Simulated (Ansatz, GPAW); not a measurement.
## CaO: 3 runs at one level of theory

```xyz
2
Lattice="0.0000 2.4036 2.4036 2.4036 0.0000 2.4036 2.4036 2.4036 0.0000" Properties=species:S:1:pos:R:3 pbc="T T T"
Ca    0.0000    0.0000    0.0000
O     2.4036    2.4036    2.4036
```

The cell is a database's computed one, not the measured one.

Alike in all runs: task single point; functional PBE; k mesh 10 × 10 × 10; occupations gaussian, width 0.016 eV; no spin polarisation; no spin-orbit coupling. Pressure is positive in compression and, in plane waves, holds the error of the finite cutoff, which Ansatz's Pulay term estimates and takes out.

```csv
program and potentials,plane-wave cutoff (eV),notes,band gap (eV),pressure (GPa)
"Ansatz, Ansatz PAW",420,Pulay term of +0.41 GPa included,3.66,1.61
"GPAW, GPAW PAW data sets (gpaw-data 1.2.1)",800,-,3.69,2.16
"Ansatz, all-electron LAPW, scalar-relativistic",-,-,3.65,1.60
```

The band gap spans 3.65 (Ansatz, all-electron LAPW, scalar-relativistic) to 3.69 eV (GPAW, GPAW PAW data sets (gpaw-data 1.2.1)), with all-electron results at 3.65. The pressure spans 1.60 (Ansatz, all-electron LAPW, scalar-relativistic) to 2.16 GPa (GPAW, GPAW PAW data sets (gpaw-data 1.2.1)), with all-electron results at 1.60. The gap is indirect and read on the mesh alone.

The functional is the same throughout but for its coding, so the spread measures potentials, basis and numerics; runs on potential files found faulty are left out.
